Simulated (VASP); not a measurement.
An input for Quantum ESPRESSO's pw.x (written as the equivalent of a VASP run, and not itself run):

```
&CONTROL
  calculation = 'scf'
  pseudo_dir = './pseudo'
  outdir = './out'
  tprnfor = .true.
  tstress = .true.
/
&SYSTEM
  ibrav = 0
  nat = 2
  ntyp = 2
  ecutwfc = 80
  occupations = 'smearing'
  smearing = 'gaussian'
  degauss = 0.003675
  input_dft = 'pbe'
/
&ELECTRONS
  conv_thr = 7.3e-08
  electron_maxstep = 100
/
ATOMIC_SPECIES
  Al 26.982 Al.upf
  Sb 121.760 Sb.upf
CELL_PARAMETERS angstrom
     0.0000000    3.1314000    3.1314000
     3.1314000    0.0000000    3.1314000
     3.1314000    3.1314000    0.0000000
ATOMIC_POSITIONS crystal
  Al   0.0000000  0.0000000  0.0000000
  Sb   0.2500000  0.2500000  0.2500000
K_POINTS automatic
  6 6 6 0 0 0
```

**Question.** Translate this input to VASP (INCAR, KPOINTS, POSCAR, choice of POTCAR).

**Answer.** Several could match; the one computed here: 
### POSCAR
```
AlSb
1
    0.0000000000     3.1314000000     3.1314000000
    3.1314000000     0.0000000000     3.1314000000
    3.1314000000     3.1314000000     0.0000000000
Al Sb
1 1
Direct
  0.0000000000   0.0000000000   0.0000000000
  0.2500000000   0.2500000000   0.2500000000
```

File KPOINTS:
```
Automatic mesh
0
Gamma
6 6 6
0 0 0
```

### INCAR
```
SYSTEM=AlSb
PREC=Accurate; ENCUT=400; LREAL=.FALSE.
LASPH=.TRUE.
EDIFF=1E-6; NELM=100; ALGO=Normal
LMAXMIX=4
ISMEAR=0; SIGMA=0.05
GGA=PE
ISIF=2
LWAVE=.FALSE.; LCHARG=.FALSE.
```

POTCAR, in this order: Al Sb (PBE.64 set). Program: vasp_std.

What does not carry over: the potentials are each code's own (VASP's PAW set, PseudoDojo norm-conserving files in pw.x), so ENCUT and ecutwfc are chosen apart and not converted; conv_thr bounds pw.x's estimated SCF error, while EDIFF bounds the energy change between steps.

The compound is AlSb in the zinc blende structure. The cell was not relaxed at this level.
